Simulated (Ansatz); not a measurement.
# CuO (Cccm) in Ansatz: single point with PBEsol

Aim: the single point of CuO with PBEsol.

Everything below comes from runs of Ansatz 0.2.0. Logs are shortened: lines on timing, memory, paths and dates and some standing lists are left out, and cuts for length are marked.

## 1. The crystal as given

It takes space group Cccm (No. 66, orthorhombic). Conventional cell: a = 3.982 Å, b = 4.307 Å, c = 5.156 Å, α = 90.00°, β = 90.00°, γ = 90.00°. Cu (site symmetry 2/m) is surrounded by 4 O at 1.95 Å. O (site symmetry 222) is surrounded by 4 Cu at 1.95 Å.

Measurements of this composition are mostly on another form, of space group No. 15.

## 2. Single point, PBEsol

The input, input.yaml:

```yaml
crystal:
  lattice:
    - [1.990968, -2.15355, 0.0]
    - [1.990968, 2.15355, 0.0]
    - [0.0, 0.0, 5.155928]
  atoms:
    - { symbol: Cu, position: [0.5, 0.0, 0.0] }
    - { symbol: Cu, position: [0.0, 0.5, 0.5] }
    - { symbol: O, position: [0.5, 0.5, 0.25] }
    - { symbol: O, position: [0.5, 0.5, 0.75] }
kpoints:
  mp_grid: { grid: [5, 5, 3] }
scf:
  occupations: { method: fermi_dirac, width: 0.03 }
hamiltonian:
  xc: pbesol
  pseudopotentials: { kind: all_electron, lapw: { basis_error: 0.002 } }
output:
  forces: true
  stress: true
  eigenvalues: true
```

Potentials or basis: all-electron LAPW, scalar-relativistic.

The run is started by

```
ansatz run input.yaml --threads 2 --pin off --max-ram 8192MiB --backend cpu --events-out ev --progress --plain --runs-dir out
```

What it wrote:

```text
Warning: RAYON_NUM_THREADS=2 ignored (pool sized by the plan → 2); use --threads N
LAPW: plane waves up to 10.317 Å⁻¹, error target 2.0e-3 eV per atom; small_component_spin mean_spin; O in spheres of 0.874 Å, 8 of its electrons in bands, Dirac shells []; Cu in spheres of 1.078 Å, 19 of its electrons in bands, Dirac shells [] (how accurate: hamiltonian.pseudopotentials.lapw.basis_error, Limitations)
Engine: ansatz 0.2.0, x86_64-unknown-linux-gnu
Pseudopotentials: kind: all_electron
Pseudopotential: Cu, LAPW, valence charge 19, lapw/all_electron/scalar/gaussian/Cu, Koelling and Harmon's equation, gaussian nucleus
Pseudopotential: O, LAPW, valence charge 8, lapw/all_electron/scalar/gaussian/O, Koelling and Harmon's equation, gaussian nucleus
Functional definition: PBEsol
  exchange = pbesol_x
  correlation = pbesol_c
Crystal: 4 atoms, lattice volume = 44.214 Å³
Basis set: ecut = 405.52305353285465 eV, 817 PW (Γ), exchange–correlation at level 2
Bands: 33, of which v1, the nominal top of the filled ones, is band 27 counted from 1 (26 counted from 0)
Symmetry: 8 space group operations
Space group: Cccm (ITA 66), of the structure as read, at distance tolerance 3.5e-5 Å
k-points: 18 of 75
Non-local potential: Cu, projectors of the file, none
Non-local potential: O, projectors of the file, none
Initial density: superposition of atomic densities (chi_scale 0.1, normalization cell, long waves kept (reshape's long-wave potential 0.00 eV rms))
Initial wavefunctions: plane waves of lowest kinetic energy (no species holds an atomic orbital)
Functional: x = pbesol(κ = 0.804, μ = 0.12345679012345678), c = pbesol(β = 0.046)
iter 1 solved again at ethr=2.17e-2 eV; its pass at ethr=1.00e-1 eV (dr2=1.17e1 eV) is discarded
SCF iter   1: F=—  HF=-94082.838956 eV  |F-HF|=—  |Δ(HF+E_count)|=         —  Δρ=1.55e-1  dr2=1.17e1  ethr=2.17e-2  ⟨swp⟩=2.0  Hψ=3837  notcnv=0
preconditioner: auto → LDOS  [metal: Δε(μ)=0.048 eV  Ē_g=11.685 eV  σ=0.030 eV  W_gap=0.38  n_scr=16 (ndim 8)  ℏωp=32.6 eV  f_vac=0.013  D(μ)=3.32/eV (n_scr^D=38)  β→1.0]
SCF iter   2: F=—  HF=-94077.901629 eV  |F-HF|=—  |Δ(HF+E_count)|=    4.94e0  Δρ=6.40e-2  dr2=2.19e0  ethr=2.17e-2  ⟨swp⟩=2.1  Hψ=1783  notcnv=0
SCF iter   3: F=—  HF=-94077.661642 eV  |F-HF|=—  |Δ(HF+E_count)|=   2.40e-1  Δρ=3.48e-2  dr2=5.15e-1  ethr=4.05e-3  ⟨swp⟩=2.6  Hψ=1835  notcnv=0
iter 4 solved again at ethr=3.00e-5 eV; its pass at ethr=9.54e-4 eV (dr2=1.62e-2 eV) is discarded
SCF iter   4: F=—  HF=-94076.679640 eV  |F-HF|=—  |Δ(HF+E_count)|=   9.82e-1  Δρ=7.74e-3  dr2=1.61e-2  ethr=3.00e-5  ⟨swp⟩=2.0  Hψ=3125  notcnv=0
SCF iter   5: F=—  HF=-94076.688739 eV  |F-HF|=—  |Δ(HF+E_count)|=         —  Δρ=1.85e-3  dr2=1.02e-3  ethr=2.99e-5  ⟨swp⟩=2.0  Hψ=1818  notcnv=0
the basis was enlarged: its passes take 496.8 KiB over the memory plan, 2 of 2 planned eigensolver slots
SCF iter   6: F=—  HF=-94076.689088 eV  |F-HF|=—  |Δ(HF+E_count)|=   3.49e-4  Δρ=1.59e-4  dr2=7.34e-6  ethr=1.88e-6  ⟨swp⟩=2.0  Hψ=1716  notcnv=0
SCF iter   7: F=—  HF=-94076.689083 eV  |F-HF|=—  |Δ(HF+E_count)|=   4.15e-6  Δρ=4.93e-5  dr2=8.62e-7  ethr=1.36e-8  ⟨swp⟩=2.6  Hψ=1731  notcnv=0
SCF iter   8: F=-94076.689084 eV  HF=-94076.689084 eV  |F-HF|=1.85e-8  |Δ(HF+E_count)|=   2.24e-7  Δρ=5.89e-6  dr2=9.42e-9  ethr=1.60e-9  ⟨swp⟩=2.0  Hψ=1716  notcnv=0
SCF 1 converged in 8 iterations: F = -94076.689084 eV  dr2 = 9.42e-9
SCF converged after 8 iterations
Free energy (F): -94076.689084 eV
Harris-Foulkes:  -94076.689084 eV  (|F-HF|=1.85e-8)
Internal energy: -94076.681295 eV  (E = F + TS)
E sigma→0 (E₀):  -94076.685189 eV
Entropy (-TS):   -0.007788 eV (-1.947 meV/atom)
Fermi energy:    10.747191 eV
--- Per-component energies (eV) ---
  E_band       = -2910.480403
  E_kinetic    = 95600.021938
  E_xc         = -4053.900332
  E_electrostatic = -185622.802902  (all electrons and nuclei)
  E_smearing   = -0.007788  (= −TS)
  E_closure    = 0.000000  (closes the sum)
  E_atoms      = -94055.158867  (free atoms, spherical and without spin; not in F)
  Σ components = -94076.689084   (vs F -94076.689084, Δ=0.00e0)
  Basis errors (estimates in eV, not in F): energy 8.6e-4 per atom: plane waves 7.9e-4 (4.7e-4 summed), levels above the bands 3.1e-156, relativity 1.1e-7, radial functions 7.6e-5, core shells 5.9e-9; eigenvalues (radial functions only) 1.4e-5; not estimated: angular momenta, meshes, grids; target (lapw.basis_error) 2.0e-3; muffin-tin radii O 0.874 Å, Cu 1.078 Å
--- Forces (eV/Å), atoms counted from 1 ---
  atom   1  Cu     0.00000000     0.00000000     0.00000000
  atom   2  Cu     0.00000000    -0.00000000     0.00000000
  atom   3  O      0.00000000     0.00000000    -0.00000000
  atom   4  O      0.00000000    -0.00000000     0.00000000
  max |Σ_I F_I| component: 3.94e-31 eV/Å
--- Stress (GPa, compression-positive) ---
       -4.787005      -0.000000       0.000000
       -0.000000      -6.620244      -0.000000
        0.000000      -0.000000      -7.345470
  P = ⅓ Tr σ = -6.2509 GPa (-62.509 kbar)
--- Band table (eV; the first three rows and the last of 18) ---
  k-point 0: bands = ["-494.3203", "-494.3203", "-101.7144", "-101.7141", "-59.3646", "-59.3644", "-59.3223", "-59.3165", "-59.0317", "-59.0313", "-9.0999", "-7.7639", "2.4411", "5.1387", "5.2985", "6.9322", "7.1986", "7.2127", "7.3862", "7.6856", "8.1155", "8.2642", "8.3151", "8.3311", "8.3908", "8.7900", "11.2557", "11.4444", "12.0006", "16.6236", "17.8781", "23.8141", "25.0077"]
  k-point 1: bands = ["-494.3203", "-494.3203", "-101.7144", "-101.7142", "-59.3646", "-59.3644", "-59.3208", "-59.3179", "-59.0316", "-59.0314", "-8.8130", "-8.1538", "3.4782", "5.2033", "5.2874", "5.8346", "6.8761", "6.8802", "7.1670", "7.3678", "8.3130", "8.3377", "8.3694", "8.5612", "8.8830", "8.9547", "10.8905", "11.0164", "13.1838", "14.9684", "20.4087", "23.7723", "24.1624"]
  k-point 2: bands = ["-494.3203", "-494.3203", "-101.7142", "-101.7140", "-59.3687", "-59.3643", "-59.3213", "-59.3167", "-59.0348", "-59.0312", "-8.9002", "-7.7046", "2.7887", "5.0402", "5.3289", "5.3545", "6.9091", "7.3102", "7.5369", "7.8329", "8.0129", "8.2564", "8.2875", "8.6536", "8.6900", "8.8519", "10.8929", "11.2937", "13.1265", "16.8340", "17.9203", "21.4862", "23.7247"]
  k-point 17: bands = ["-494.3203", "-494.3203", "-101.7133", "-101.7132", "-59.3754", "-59.3742", "-59.3179", "-59.3171", "-59.0399", "-59.0391", "-7.9307", "-7.6489", "4.2685", "4.6249", "4.7174", "5.2187", "5.4694", "5.8665", "7.7115", "8.0496", "8.2859", "8.3661", "8.5297", "8.5552", "9.0920", "9.1981", "9.7668", "10.8065", "14.1704", "15.7213", "20.6392", "20.8009", "22.0110"]
```

Run time: 2.4 s. Hardware: 2 threads of AMD EPYC 9R45 (Zen 5), shared host; peak memory 0.38 GiB.

What came out:

```
Free energy            : -94076.6891 eV
Pressure               : -6.3 GPa
Band gap on the k mesh : none (metal or under the smearing width)
```

Stress tensor (GPa, compression positive):
```
-4.79  0.00  0.00
 0.00 -6.62  0.00
 0.00  0.00 -7.35
```

Levels at points of the mesh, in eV from the Fermi level:
```tsv
k point	band 23	band 24	band 25	band 26	band 27	band 28	band 29	band 30	band 31	band 32
(0.00, 0.00, 0.00)	-2.43	-2.42	-2.36	-1.96	0.51	0.70	1.25	5.88	7.13	13.07
```

Caveat: the k mesh is coarse (spacing up to 0.43 Å⁻¹), so the values aren't converged; the k mesh is thin for a metal, which can move the energy by tens of meV per atom; the run has no spin polarisation, though such a crystal can be magnetic; semilocal functionals often make such compounds metallic where correlation or magnetic order opens a gap, which also shifts bond lengths.
